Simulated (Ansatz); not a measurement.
# TaN: a one-atom displacement scan

This session takes TaN and sets out to measure how stiffly atom 2 (Ta) is held.

Computed with Ansatz 0.2.0 (DFT r2SCAN, scalar-relativistic, plane waves, PAW, unless a step's input says otherwise).

## (1) The starting structure

The structure is hexagonal, space group P6/mmm (No. 191). Conventional cell: a = 5.239 Å, b = 5.239 Å, c = 2.905 Å, α = 90.00°, β = 90.00°, γ = 120.00°. Ta (site symmetry 6/mmm) is surrounded by 6 N at 2.62 Å and 2 Ta at 2.90 Å. Around Ta (site symmetry -6m2) lie 6 N at 2.10 Å. N (site symmetry mmm) is surrounded by 6 Ta at 2.10 to 2.62 Å.

Structure file:

```cif
data_structure
_symmetry_space_group_name_H-M 'P 1'
_symmetry_Int_Tables_number 1
_cell_length_a 5.2393
_cell_length_b 5.2393
_cell_length_c 2.9048
_cell_angle_alpha 90.000
_cell_angle_beta 90.000
_cell_angle_gamma 120.000
_cell_volume 69.05
loop_
_atom_site_label
_atom_site_type_symbol
_atom_site_fract_x
_atom_site_fract_y
_atom_site_fract_z
_atom_site_occupancy
Ta1 Ta 0.00000 0.00000 0.00000 1
Ta2 Ta 0.33333 0.66667 0.50000 1
Ta3 Ta 0.66667 0.33333 0.50000 1
N1 N 0.50000 0.00000 0.00000 1
N2 N 0.50000 0.50000 0.00000 1
N3 N 0.00000 0.50000 0.00000 1
```

This cell was relaxed beforehand with the same method: volume 11.51 Å³/atom, gap on the mesh none (metal).

## (2) The reference: the undisturbed cell on the scan's mesh

input.yaml

```yaml
crystal:
  lattice:
    - [5.2392842517, 0.0, 0.0]
    - [-2.6196421259, 4.5373532597, 0.0]
    - [0.0, 0.0, 2.9047770792]
  atoms:
    - { symbol: Ta, position: [0.0, 0.0, 0.0] }
    - { symbol: Ta, position: [0.3333333333, 0.6666666667, 0.5] }
    - { symbol: Ta, position: [0.6666666667, 0.3333333333, 0.5] }
    - { symbol: "N", position: [0.5, 0.0, 0.0] }
    - { symbol: "N", position: [0.5, 0.5, 0.0] }
    - { symbol: "N", position: [0.0, 0.5, 0.0] }
basis:
  ecutwfc: 500
kpoints:
  mp_grid: { grid: [12, 12, 16] }
hamiltonian:
  xc: r2scan
scf:
  occupations: { method: gaussian, width: 0.15 }
output:
  forces: true
  stress: true
  eigenvalues: true
```

Started as:

```console
$ ansatz run input.yaml --threads 1 --pin off --max-ram 2560MiB --backend cpu --events-out ev --progress --plain --runs-dir out
```

## (3) The scan: a one-atom displacement scan

Atom 2 (Ta) is moved by x along the Cartesian unit vector (0.000, 0.000, -1.000); the cell and all other atoms stay fixed. Forces below are components along that vector, summed over the moved atoms. In a periodic cell its images move with it.

## (4) At x = -0.450 Å

input.yaml, as its differences from that of step 2:

```diff
@@ -3,3 +3,3 @@
     - [5.2392842517, 0.0, 0.0]
-    - [-2.6196421259, 4.5373532597, 0.0]
+    - [-2.6196421259, 4.5373532596, 0.0]
     - [0.0, 0.0, 2.9047770792]
@@ -7,3 +7,3 @@
     - { symbol: Ta, position: [0.0, 0.0, 0.0] }
-    - { symbol: Ta, position: [0.3333333333, 0.6666666667, 0.5] }
+    - { symbol: Ta, position: [0.3333333333, 0.6666666667, 0.6549172235] }
     - { symbol: Ta, position: [0.6666666667, 0.3333333333, 0.5] }
```

## (5) Point x = 0.338 Å

input.yaml, as its differences from that of step 4:

```diff
@@ -7,3 +7,3 @@
     - { symbol: Ta, position: [0.0, 0.0, 0.0] }
-    - { symbol: Ta, position: [0.3333333333, 0.6666666667, 0.6549172235] }
+    - { symbol: Ta, position: [0.3333333333, 0.6666666667, 0.3838120824] }
     - { symbol: Ta, position: [0.6666666667, 0.3333333333, 0.5] }
```

## (6) Point x = -0.225 Å

input.yaml, as its differences from that of step 5:

```diff
@@ -7,3 +7,3 @@
     - { symbol: Ta, position: [0.0, 0.0, 0.0] }
-    - { symbol: Ta, position: [0.3333333333, 0.6666666667, 0.3838120824] }
+    - { symbol: Ta, position: [0.3333333333, 0.6666666667, 0.5774586118] }
     - { symbol: Ta, position: [0.6666666667, 0.3333333333, 0.5] }
```

(Steps that only read results are left out.)

**Question.** What will these runs give?

**Answer**, as computed:

| quantity | value |
| --- | --- |
| force constant along x, from the points at -0.225, 0 and 0.338 Å | 20.96 eV/Å² |

What this shows: The restoring force grows by 20.96 eV/Å per Å near the site; for the mass of Ta against a rigid frame that is a vibration of about 177 cm⁻¹. The step of 0.34 Å is wide, so anharmonic terms mix in. No sampled point lies below the undisturbed cell. The runs treat Ta without spin-orbit coupling.
